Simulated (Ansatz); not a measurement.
# Au and the effect of the functional

The cell as given:

```
Au
1.0
    -1.65727    1.65727    1.65727
     1.65727   -1.65727    1.65727
     1.65727    1.65727   -1.65727
Au
1
Direct
  0.00000 0.00000 0.00000
```

This isn't the form of Au at room conditions, which is fcc.

Kept alike: task relaxation of cell and atoms; k mesh 11 × 11 × 11; occupations fermi-dirac, width 0.05 eV; no spin polarisation. Program: Ansatz, Ansatz PAW. Cutoffs run from 420 to 500 eV. The mesh is that of the run's cell of 1 atom. No spin-orbit coupling.

| run | volume (Å³/atom) |
| --- | --- |
| A | 17.085 |
| B | 17.665 |
| C | 16.638 |
| D | 19.573 |

The relaxations keep at least the cell's symmetry (Im-3m). For a metal such a mesh leaves the last digits unconverged. Relaxations stop with a little pressure left, so the last digits of a volume or edge aren't settled. All rows use potentials made for PBE.

**Question.** The runs differ in the functional (and the cutoff that goes with it) alone: BLYP; LDA; PBEsol; r2SCAN. Which run is which?

**Answer.** Run A is PBEsol; run B is r2SCAN; run C is LDA; run D is BLYP. The volume runs from 16.638 (LDA) to 19.573 Å³/atom (BLYP).
